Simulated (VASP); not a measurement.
Crystal: TiS2.

```xyz
3
Lattice="3.4120 0.0000 0.0000 -1.7060 2.9549 0.0000 0.0000 0.0000 5.6950" Properties=species:S:1:pos:R:3 pbc="T T T"
Ti    0.0000    0.0000    0.0000
S     0.0000    1.9699    1.4238
S     1.7060    0.9850    4.2713
```

```yaml
Program: VASP 6.6.1
Task: relaxation of cell and atoms
Functional: PBE
Potentials_or_basis: VASP PAW PBE potentials, release 64 (Ti_sv, S)
Cutoff: 600 eV
k_mesh: 12 × 12 × 7
Occupations: methfessel-paxton, width 0.1 eV
Spin: no spin polarisation
```

At the start: pressure 0.4 GPa; volume 19.14 Å³/atom.

**Question.** How do energy, volume and symmetry change on relaxing?

**Answer.** Over 20 steps the energy falls by 11.3 meV/atom and the volume is 21.79 Å³/atom (+13.8 %); space group P-3m1 (No. 164, to 0.05 Å).

The path:
```
step  energy change (eV)  largest force (eV/Å)  pressure (GPa)  volume (Å³)
   1              0.0000                0.1379            0.39        57.42
   2             -0.0040                0.1573            0.17        57.80
   3             -0.0128                0.2129           -0.47        58.95
   4             -0.0193                0.3226           -1.51        61.27
   5             -0.0208                0.3023           -1.37        61.32
   6             -0.0248                0.2396           -0.98        61.48
   7             -0.0298                0.1103           -0.15        61.79
   8             -0.0277                0.1671            1.60        62.40
   9             -0.0310                0.0003            0.51        62.03
  10             -0.0310                0.0070            0.48        62.01
  11             -0.0314                0.0072            0.44        62.19
  12             -0.0324                0.0067            0.29        62.71
  13             -0.0335                0.0054            0.01        63.76
  14             -0.0336                0.0043           -0.10        64.22
  15             -0.0336                0.0046           -0.09        64.27
  16             -0.0336                0.0043           -0.13        64.37
  17             -0.0337                0.0116           -0.03        64.55
  18             -0.0337                0.0355            0.12        64.80
  19             -0.0338                0.0192            0.05        65.06
  20             -0.0339                0.0006           -0.02        65.36
```

Final structure:
```cif
data_structure
_symmetry_space_group_name_H-M 'P 1'
_symmetry_Int_Tables_number 1
_cell_length_a 3.4150
_cell_length_b 3.4150
_cell_length_c 6.4713
_cell_angle_alpha 90.000
_cell_angle_beta 90.000
_cell_angle_gamma 120.000
_cell_volume 65.36
loop_
_atom_site_label
_atom_site_type_symbol
_atom_site_fract_x
_atom_site_fract_y
_atom_site_fract_z
_atom_site_occupancy
Ti1 Ti 0.00000 0.00000 0.00000 1
S1 S 0.33333 0.66667 0.21935 1
S2 S 0.66667 0.33333 0.78065 1
```

Caveat: this functional lacks dispersion, which binds the layers, so the pressure and a relaxed spacing across them are unreliable; the volume moved by +14 % from the deposited cell, more than functionals usually miss.
